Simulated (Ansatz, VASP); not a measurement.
Fe in VASP and in Ansatz

File INCAR:

```
SYSTEM = Fe
PREC = Accurate
ENCUT = 520
EDIFF = 1E-7
ISMEAR = 0
SIGMA = 0.013000000000000001
LREAL = .False.
LASPH = .True.
NELM = 150
ALGO = Fast
ISIF = 2
LWAVE = .False.
LCHARG = .True.
ISPIN = 2
MAGMOM = 3
LORBIT = 11
LMAXMIX = 4
GGA = PE
LELF = .True.
LVHAR = .True.
NBANDS = 14
```

File KPOINTS:

```
regular mesh
0
Gamma
  13 13 13
  0 0 0
```

POSCAR

```
Fe
1.0
   -1.4430000000      1.4430000000      1.4430000000
    1.4430000000     -1.4430000000      1.4430000000
    1.4430000000      1.4430000000     -1.4430000000
Fe
1
Direct
    0.0000000000      0.0000000000      0.0000000000
```

File input.yaml:

```yaml
crystal:
  lattice:
    - [-1.443, 1.443, 1.443]
    - [1.443, -1.443, 1.443]
    - [1.443, 1.443, -1.443]
  atoms:
    - { symbol: Fe, position: [0.0, 0.0, 0.0], spin: 3.0 }
kpoints:
  mp_grid: { grid: [13, 13, 13] }
scf:
  occupations: { method: gaussian, width: 0.013 }
hamiltonian:
  xc: pbe
  pseudopotentials: { kind: all_electron, lapw: { basis_error: 0.001 } }
magnetization:
  spin_polarized: true
output:
  forces: true
  stress: true
  eigenvalues: true
```

Alike in both runs: task single point; functional PBE; k mesh 13 × 13 × 13; occupations gaussian, width 0.013 eV; collinear spin.

```csv
,VASP,Ansatz
version,VASP 6.6.1,Ansatz 0.2.0
potentials or method,"VASP PAW PBE potentials, release 64 (Fe)","all-electron LAPW, scalar-relativistic"
plane-wave cutoff (eV),520,see its input
```

|  | VASP | Ansatz | Ansatz less VASP |
| --- | --- | --- | --- |
| gap on the k mesh at the Fermi level (eV) | none | none | - |
| pressure (GPa) | -9.2 | -9.8 | -0.63 |
| net moment per atom (μB) | 2.28 | 2.24 | -0.041 |
| size of the moment on the site where the two differ most (μB) | 2.29 | 2.30 | +0.011 |

Site moments also hang on the region over which each program counts them. A gap of «none» marks a metal or a gap that the smearing closes. Ansatz ran all-electron here, so the differences hold the error of VASP's frozen core and of both bases.
